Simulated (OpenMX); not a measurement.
Crystal: In.

```xyz
1
Lattice="-1.6255 1.6255 2.4737 1.6255 -1.6255 2.4737 1.6255 1.6255 -2.4737" Properties=species:S:1:pos:R:3 pbc="T T T"
In    0.0000    0.0000    0.0000
```

Base run:

- Program: OpenMX 3.8.5
- Functional: LDA
- Potentials or basis: OpenMX 2013 LDA set, In7.0-s3p2d2, grid cutoff 500 Ry
- k mesh: 9 × 9 × 9
- Occupations: fermi-dirac, width 0.05 eV
- Spin: no spin polarisation

Its results: pressure -1.8 GPa.

The run is repeated on the same cell with these changes: functional from LDA to PBE; potentials or basis from OpenMX 2013 LDA set, In7.0-s3p2d2, grid cutoff 500 Ry to OpenMX 2013 PBE set, In7.0-s3p2d2, grid cutoff 500 Ry. What comes out?

Pressure 2.5 GPa.

Caveats: the basis of atomic orbitals isn't converged, which shifts pressures, moduli and gaps.
